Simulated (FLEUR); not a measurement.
# Rh (Fm-3m) in FLEUR: notebook

The runs below take Rh through band structure, equation of state, with LDA.

Program: FLEUR MaX-R8.1 (later development tree). These are calculated values, not measurements. Logs are shortened: lines on timing, memory, paths and dates and some standing lists are left out, and cuts for length are marked.

**Experimental background.**

“Thermal equation of state of rhodium characterized by XRD in a resistively heated diamond anvil cell”, 2024, pmc:11535440 quotes, for a bulk crystal of Rh: bulk modulus 264 ± 1 GPa.

How close the calculation comes is told below.

### 1 The crystal as given

The structure is cubic, space group Fm-3m (No. 225). Conventional cell: a = 3.796 Å, b = 3.796 Å, c = 3.796 Å, α = 90.00°, β = 90.00°, γ = 90.00°. Rh (site symmetry m-3m) is surrounded by 12 Rh at 2.68 Å.

### 2 Band structure, LDA

inp.xml reads:

```xml
<?xml version="1.0" encoding="UTF-8" standalone="no"?>
<fleurInput fleurInputVersion="0.39">
   <comment>
      Rh                                                                                                  
   </comment>
   <calculationSetup>
      <cutoffs Kmax="4.17" Gmax="12.9" GmaxXC="12.9" numbands="0"/>
      <scfLoop itmax="60" minDistance="0.00001" maxIterBroyd="15" imix="Anderson" alpha="0.05" precondParam="0.0" spinf="2.0" sdNocoIR="T"/>
      <coreElectrons ctail="T" frcor="F" kcrel="0" coretail_lmax="0"/>
      <xcFunctional name="vwn" relativisticCorrections="F"/>
      <magnetism jspins="1"/>
      <soc l_soc="F" theta="0.0" phi="0.0" spav="F"/>
      <expertModes spex="0" secvar="F"/>
      <geometryOptimization l_f="F" forcealpha="1.0" forcemix="BFGS" epsdisp="0.00001" epsforce="0.00001"/>
      <ldaU l_linMix="F" mixParam="0.05" spinf="1.0"/>
   </calculationSetup>
   <cell>
      <bzIntegration valenceElectrons="17.0" mode="hist" fermiSmearingEnergy="0.00183747">
         <kPointListSelection listName="default-1"/>
         <!-- k-points included here -->
         <xi:include xmlns:xi="http://www.w3.org/2001/XInclude" href="kpts.xml"> </xi:include>
      </bzIntegration>
      <!-- symmetry operations included here -->
      <xi:include xmlns:xi="http://www.w3.org/2001/XInclude" href="sym.xml"> </xi:include>
      <bulkLattice scale="1.0">
         <bravaisMatrix>
            <row-1>    0.0000000000000000     3.5864167255721098     3.5864167255721098</row-1>
            <row-2>    3.5864167255721098     0.0000000000000000     3.5864167255721098</row-2>
            <row-3>    3.5864167255721098     3.5864167255721098     0.0000000000000000</row-3>
         </bravaisMatrix>
      </bulkLattice>
   </cell>
   <atomSpecies>
      <species name="Rhodium (Rh)" element="Rh" atomicNumber="45">
         <mtSphere radius="2.35" gridPoints="777" logIncrement="0.016"/>
         <atomicCutoffs lmax="9" lnonsphr="9"/>
         <electronConfig flipSpins="F">
            <coreConfig>(1s1/2) (2s1/2) (2p1/2) (2p3/2) (3s1/2) (3p1/2) (3p3/2) (3d3/2) (3d5/2)</coreConfig>
            <valenceConfig>(4s1/2) (4p1/2) (4p3/2) (5s1/2) (4d3/2) (4d5/2)</valenceConfig>
            <stateOccupation state="(5s1/2)" spinUp="0.500000" spinDown="0.500000"/>
            <stateOccupation state="(4d3/2)" spinUp="1.600000" spinDown="1.600000"/>
            <stateOccupation state="(4d5/2)" spinUp="2.400000" spinDown="2.400000"/>
         </electronConfig>
         <energyParameters s="5" p="5" d="4" f="4"/>
         <lo type="SCLO" l="0" n="4" eDeriv="0"/>
         <lo type="SCLO" l="1" n="4" eDeriv="0"/>
         <lo type="SCLO" l="1" n="4" eDeriv="1"/>
         <lo type="SCLO" l="2" n="4" eDeriv="2"/>
         <lo type="SCLO" l="3" n="4" eDeriv="2"/>
      </species>
   </atomSpecies>
   <atomGroups>
      <atomGroup species="Rhodium (Rh)">
         <relPos label="                   1">.0000000000 .0000000000 .0000000000</relPos>
         <force calculate="T" relaxXYZ="TTT"/>
      </atomGroup>
   </atomGroups>
   <output dos="F" band="F" slice="F">
      <checks vchk="F" cdinf="F"/>
      <bandDOS minEnergy="-.5*Htr" maxEnergy="0.5*Htr" sigma="0.015" storeEVData="T"/>
      <vacuumDOS vacdos="F" integ="F" star="F" nstars="0" locx1="0.0" locy1="0.0" locx2="0.0" locy2="0.0" nstm="0" tworkf="0.0"/>
      <unfoldingBand unfoldBand="F" supercellX="1" supercellY="1" supercellZ="1"/>
      <plotting iplot="0" polar="F">
         <plot TwoD="T" vec1="  1.0  0.0  0.0" vec2="  0.0  1.0  0.0" vec3="  0.0  0.0  1.0" zero="  0.0  0.0  0.0" file="plot"/>
      </plotting>
      <chargeDensitySlicing numkpt="0" minEigenval="0.0" maxEigenval="0.0" nnne="0" pallst="F"/>
      <specialOutput eonly="F"/>
      <moessbauerParams electricFieldGradient="T" isomerShift="T" coreHyperfine="T" valenceHyperfine="T"/>
      <magneticCircularDichroism mcd="F" energyLo="-10.0" energyUp="0.0"/>
   </output>
  <!-- We include the file relax.xml here to enable relaxations (see documentation) -->
  <xi:include xmlns:xi="http://www.w3.org/2001/XInclude" href="relax.xml"> <xi:fallback/> </xi:include>
</fleurInput>
```

crystal.txt reads:

```
Rh
&input cartesian=F /
0.0000000000  1.8978500000  1.8978500000
1.8978500000  0.0000000000  1.8978500000
1.8978500000  1.8978500000  0.0000000000
1.8897261246
1.0 1.0 1.0

1
45 0.0000000000  0.0000000000  0.0000000000

&kpt div1=12 div2=12 div3=12 gamma=T /
```

inp.xml (bands) reads:

```
<?xml version="1.0" encoding="UTF-8" standalone="no"?>
<fleurInput fleurInputVersion="0.39">
   <comment>
      Rh                                                                                                  
   </comment>
   <calculationSetup>
      <cutoffs Kmax="4.17" Gmax="12.9" GmaxXC="12.9" numbands="0"/>
      <scfLoop itmax="60" minDistance="0.00001" maxIterBroyd="15" imix="Anderson" alpha="0.05" precondParam="0.0" spinf="2.0" sdNocoIR="T"/>
      <coreElectrons ctail="T" frcor="F" kcrel="0" coretail_lmax="0"/>
      <xcFunctional name="vwn" relativisticCorrections="F"/>
      <magnetism jspins="1"/>
      <soc l_soc="F" theta="0.0" phi="0.0" spav="F"/>
      <expertModes spex="0" secvar="F"/>
      <geometryOptimization l_f="F" forcealpha="1.0" forcemix="BFGS" epsdisp="0.00001" epsforce="0.00001"/>
      <ldaU l_linMix="F" mixParam="0.05" spinf="1.0"/>
   </calculationSetup>
   <cell>
      <bzIntegration valenceElectrons="17.0" mode="hist" fermiSmearingEnergy="0.00183747">
         <kPointListSelection listName="path-1"/>
         <!-- k-points included here -->
         <xi:include xmlns:xi="http://www.w3.org/2001/XInclude" href="kpts.xml"> </xi:include>
      </bzIntegration>
      <!-- symmetry operations included here -->
      <xi:include xmlns:xi="http://www.w3.org/2001/XInclude" href="sym.xml"> </xi:include>
      <bulkLattice scale="1.0">
         <bravaisMatrix>
            <row-1>    0.0000000000000000     3.5864167255721098     3.5864167255721098</row-1>
            <row-2>    3.5864167255721098     0.0000000000000000     3.5864167255721098</row-2>
            <row-3>    3.5864167255721098     3.5864167255721098     0.0000000000000000</row-3>
         </bravaisMatrix>
      </bulkLattice>
   </cell>
   <atomSpecies>
      <species name="Rhodium (Rh)" element="Rh" atomicNumber="45">
         <mtSphere radius="2.35" gridPoints="777" logIncrement="0.016"/>
         <atomicCutoffs lmax="9" lnonsphr="9"/>
         <electronConfig flipSpins="F">
            <coreConfig>(1s1/2) (2s1/2) (2p1/2) (2p3/2) (3s1/2) (3p1/2) (3p3/2) (3d3/2) (3d5/2)</coreConfig>
            <valenceConfig>(4s1/2) (4p1/2) (4p3/2) (5s1/2) (4d3/2) (4d5/2)</valenceConfig>
            <stateOccupation state="(5s1/2)" spinUp="0.500000" spinDown="0.500000"/>
            <stateOccupation state="(4d3/2)" spinUp="1.600000" spinDown="1.600000"/>
            <stateOccupation state="(4d5/2)" spinUp="2.400000" spinDown="2.400000"/>
         </electronConfig>
         <energyParameters s="5" p="5" d="4" f="4"/>
         <lo type="SCLO" l="0" n="4" eDeriv="0"/>
         <lo type="SCLO" l="1" n="4" eDeriv="0"/>
         <lo type="SCLO" l="1" n="4" eDeriv="1"/>
         <lo type="SCLO" l="2" n="4" eDeriv="2"/>
         <lo type="SCLO" l="3" n="4" eDeriv="2"/>
      </species>
   </atomSpecies>
   <atomGroups>
      <atomGroup species="Rhodium (Rh)">
         <relPos label="                   1">.0000000000 .0000000000 .0000000000</relPos>
         <force calculate="T" relaxXYZ="TTT"/>
      </atomGroup>
   </atomGroups>
   <output dos="F" band="T" slice="F">
      <checks vchk="F" cdinf="F"/>
      <bandDOS minEnergy="-.5*Htr" maxEnergy="0.5*Htr" sigma="0.015" storeEVData="T"/>
      <vacuumDOS vacdos="F" integ="F" star="F" nstars="0" locx1="0.0" locy1="0.0" locx2="0.0" locy2="0.0" nstm="0" tworkf="0.0"/>
      <unfoldingBand unfoldBand="F" supercellX="1" supercellY="1" supercellZ="1"/>
      <plotting iplot="0" polar="F">
         <plot TwoD="T" vec1="  1.0  0.0  0.0" vec2="  0.0  1.0  0.0" vec3="  0.0  0.0  1.0" zero="  0.0  0.0  0.0" file="plot"/>
      </plotting>
      <chargeDensitySlicing numkpt="0" minEigenval="0.0" maxEigenval="0.0" nnne="0" pallst="F"/>
      <specialOutput eonly="F"/>
      <moessbauerParams electricFieldGradient="T" isomerShift="T" coreHyperfine="T" valenceHyperfine="T"/>
      <magneticCircularDichroism mcd="F" energyLo="-10.0" energyUp="0.0"/>
   </output>
  <!-- We include the file relax.xml here to enable relaxations (see documentation) -->
  <xi:include xmlns:xi="http://www.w3.org/2001/XInclude" href="relax.xml"> <xi:fallback/> </xi:include>
</fleurInput>
```

Potentials or basis: all-electron, FLAPW.

Started as:

```bash
$ inpgen -f crystal.txt -profile fastHighL
$ # inp.xml edited to the form shown
$ fleur_MPI
$ fleur_MPI   # second run, on inp.xml (bands)
```

What it wrote:

```text
Welcome to FLEUR        (www.flapw.de)
      MaX-Release 8.1          (www.max-centre.eu)

 ========== k-point set info ==========
 Selected k-point list: default-1
 k-point list type: mesh
 12 x 12 x 12
 Number of k points: 72

 ------------Calculation Setup---------------------------
 Number of MPI-tasks      :            1
 Number of PE/node        :            1
 Number of OMP-threads    :            1
 Most efficient MPI parallelization for:
           1           2           3           4           6           8           9          12          18          24          36          72
 Additional eigenvalue parallelization possible
 Number of basis functions:          160
 Approximate size of matrices (H+S) per k-point:         0.000 GB
 --------------------------------------------------------
 Iteration:     1   Distance:      18.81186969 me/bohr^3
 Iteration:     2   Distance:      16.47843659 me/bohr^3
 Iteration:     3   Distance:       5.80014292 me/bohr^3
 Iteration:     4   Distance:       3.91793686 me/bohr^3
 Iteration:     5   Distance:       1.46831323 me/bohr^3
 Iteration:     6   Distance:       0.31813703 me/bohr^3
 Iteration:     7   Distance:       0.06952619 me/bohr^3
 Iteration:     8   Distance:       0.00542322 me/bohr^3
 Iteration:     9   Distance:       0.00294228 me/bohr^3
 Iteration:    10   Distance:       0.00044392 me/bohr^3
 Iteration:    11   Distance:       0.00044684 me/bohr^3
 Iteration:    12   Distance:       0.00001503 me/bohr^3
 Iteration:    13   Distance:       0.00000948 me/bohr^3

 ********************************************************************
 Run finished successfully
 Stop message:
   all done
 ********************************************************************
```

output (bands):

```text
Welcome to FLEUR        (www.flapw.de)
      MaX-Release 8.1          (www.max-centre.eu)

 ========== k-point set info ==========
 Selected k-point list: path-1
 k-point list type: path
 Number of k points: 60

 ------------Calculation Setup---------------------------
 Number of MPI-tasks      :            1
 Number of PE/node        :            1
 Number of OMP-threads    :            1
 Most efficient MPI parallelization for:
           1           2           3           4           5           6          10          12          15          20          30          60
 Additional eigenvalue parallelization possible
 Number of basis functions:          160
 Approximate size of matrices (H+S) per k-point:         0.000 GB
 --------------------------------------------------------
 Fermi energy correction for metals:
 Fermi energy in bands.* files may not be consistent with last density.
 Please correct it manually (e.g. in band.gnu file).

 Note: Band structure data (together with different weights) is also stored in the banddos.hdf file.
       A convenient way of extracting and plotting the data from that file is by making use of the

 ********************************************************************
 Run finished successfully
 Stop message:
   Charge density postprocessing done.
 ********************************************************************
```

out.xml (last iteration):

```text
<iteration numberForCurrentRun="   13" overallNumber="   13">
         <energyParameters units="Htr">
            <atomicEP atomType="1" spin="1" branch="5s" branchLowest="-2.35" branchHighest="2.32" value="0.3457767579"/>
            <atomicEP atomType="1" spin="1" branch="5p" branchLowest="-1.14" branchHighest="3.05" value="0.4731653956"/>
            <atomicEP atomType="1" spin="1" branch="4d" branchLowest="-10.40" branchHighest="0.70" value="0.4124491534"/>
            <atomicEP atomType="1" spin="1" branch="4f" branchLowest="-9.99" branchHighest="2.60" value="0.7623811686"/>
            <loAtomicEP atomType="1" spin="1" branch="4s" branchLowest="-21.22" branchHighest="-2.35" value="-2.3685044072"/>
            <loAtomicEP atomType="1" spin="1" branch="4p" branchLowest="-17.06" branchHighest="-1.14" value="-1.1944429904"/>
            <loAtomicEP atomType="1" spin="1" branch="4p" branchLowest="-17.06" branchHighest="-1.14" value="-1.1944429904"/>
            <loAtomicEP atomType="1" spin="1" branch="4d" branchLowest="-10.40" branchHighest="0.70" value="0.4084785740"/>
            <loAtomicEP atomType="1" spin="1" branch="4f" branchLowest="-9.99" branchHighest="2.60" value="0.7623826875"/>
         </energyParameters>
         <eigenvalues>
            <eigenvaluesAt spin="1" ikpt="1" k_x="0.00000000" k_y="0.00000000" k_z="0.00000000">
                      -2.3727572250       -1.1787730776       -1.1787730776       -1.1787730776        0.2238954931
                       0.4057632213        0.4057632213        0.4057632213        0.4844903083        0.4844903083
                       1.1006554524        1.2959908125        1.2959908125        1.2959908125
            </eigenvaluesAt>
            <eigenvaluesAt spin="1" ikpt="2" k_x="0.00000000" k_y="0.00000000" k_z="0.08333333">
                      -2.3724726953       -1.1806928245       -1.1790327530       -1.1790327530        0.2341227397
                       0.4013509378        0.4097096793        0.4097096793        0.4823589006        0.4823589006
                       1.1153079550        1.2491175973        1.3110448476        1.3110448476
            </eigenvaluesAt>
            <eigenvaluesAt spin="1" ikpt="3" k_x="0.00000000" k_y="0.00000000" k_z="0.16666667">
                      -2.3716934330       -1.1858967980       -1.1797406928       -1.1797406928        0.2613228472
                       0.3934831845        0.4177430824        0.4177430824        0.4805041809        0.4805041809
                       1.1467117540        1.1658822213        1.3530526224        1.3530526224
[... 24 lines left out ...]
            <state n="3" l="1" j="1.5" energy="-16.7787650583" weight="2.0000000000"/>
            <state n="3" l="2" j="1.5" energy="-10.5056963893" weight="2.0000000000"/>
            <state n="3" l="2" j="2.5" energy="-10.3253345620" weight="3.0000000000"/>
         </coreStates>
         <allElectronCharges>
            <spinDependentCharge spin="1" total="45.0000000" interstitial="1.6261143" mtSpheres="43.3738857"/>
            <totalCharge value="44.9999999993"/>
         </allElectronCharges>
         <moessbauerParams unitsHFF="kG" unitsIS="e/bohr^3" unitsEFG="Htr/bohr^2">
            <coreIsomerShift atomType="1" isTotal="121804.18598">
               <shell n="1" l="0" isomerShift="107222.58945"/>
               <shell n="2" l="0" isomerShift="12075.69621"/>
               <shell n="2" l="1" isomerShift="228.94448"/>
               <shell n="3" l="0" isomerShift="2231.81600"/>
               <shell n="3" l="1" isomerShift="45.13983"/>
               <shell n="3" l="2" isomerShift="0.00001"/>
            </coreIsomerShift>
            <isomerShift atomType="1" nucleusRadius="0.0001107" averageDensity="122237.72157"/>
            <electricFieldGradient atomType="1" VXX="0.00000" VYY="0.00000" VZZ="0.00000" asymParam="0.00000">
            </electricFieldGradient>
         </moessbauerParams>
         <totalEnergy                                    value="    -4780.7256145802" units="Htr">
            <sumOfEigenvalues                            value="    -2845.7818251347">
               <coreElectrons value="-2837.5312262104"/>
               <valenceElectrons value="-8.2505989243"/>
            </sumOfEigenvalues>
            <densityCoulombPotentialIntegral value="-7649.7717779854"/>
            <densityEffectivePotentialIntegral value="-7827.8998606261"/>
            <chargeDenXCDenIntegral value="-134.3626434653"/>
            <FockExchangeEnergyValence value="0.0000000000"/>
            <FockExchangeEnergyCore value="0.0000000000"/>
            <atomTypeDependentContributions atomType="1">
               <electronNucleiInteractionDifferentMTs value="5777.2184324077"/>
               <MadelungTerm value="-26.3766852058"/>
            </atomTypeDependentContributions>
            <tkbTimesEntropy value="0.0002975316"/>
            <freeEnergy value="-4780.7259121117"/>
            <extrapolationTo0K value="-4780.7257633460"/>
         </totalEnergy>
         <densityConvergence units="me/bohr^3">
            <chargeDensity spin="1" distance="0.0000094815"/>
         </densityConvergence>
      </iteration>
```

Run time: 7.6 s. Hardware: 1 thread of Intel Xeon 6975P-C (Granite Rapids), shared host; peak memory 0.05 GiB.

Results:

| Property | Result |
| --- | --- |
| Free energy | -130090.1793 eV |
| Band gap along the path | none (metal or under the smearing width) |
| Valence electrons inside the program's atomic spheres | Rh 15.37 (radii Rh 2.35 bohr) |

Levels at the corners of the path, in eV from the Fermi level:
```csv
point,band 4,band 5,band 6,band 7,band 8,band 9,band 10,band 11,band 12,band 13
Γ,-46.28,-8.11,-3.16,-3.16,-3.16,-1.02,-1.02,15.75,21.06,21.06
X,-46.55,-6.42,-6.06,0.55,0.98,0.98,3.18,12.26,13.16,13.16
W,-46.56,-5.10,-3.89,-3.89,-1.24,0.98,9.58,9.58,11.12,12.71
K,-46.50,-5.61,-4.85,-2.13,-0.71,0.35,7.84,8.52,12.03,16.36
Γ,-46.28,-8.11,-3.16,-3.16,-3.16,-1.02,-1.02,15.75,21.06,21.06
L,-46.38,-6.24,-3.23,-3.23,0.56,0.56,0.66,8.60,15.31,20.90
U,-46.50,-5.61,-4.85,-2.13,-0.71,0.35,7.84,8.52,12.03,16.36
W,-46.56,-5.10,-3.89,-3.89,-1.24,0.98,9.58,9.58,11.12,12.71
L,-46.38,-6.24,-3.23,-3.23,0.56,0.56,0.66,8.60,15.31,20.90
K,-46.50,-5.61,-4.85,-2.13,-0.71,0.35,7.84,8.52,12.03,16.36
U,-46.50,-5.61,-4.85,-2.13,-0.71,0.35,7.84,8.52,12.03,16.36
X,-46.55,-6.42,-6.06,0.55,0.98,0.98,3.18,12.26,13.16,13.16
```

Core levels (eV from the Fermi level):
```tsv
atom	levels
1 Rh	1s1/2 -22993.0, 2s1/2 -3330.5, 2p1/2 -3085.4, 2p3/2 -2941.0, 3s1/2 -591.7, 3p1/2 -495.6, 3p3/2 -470.8, 3d3/2 -300.1, 3d5/2 -295.2
```

[end of part 1 of 2]
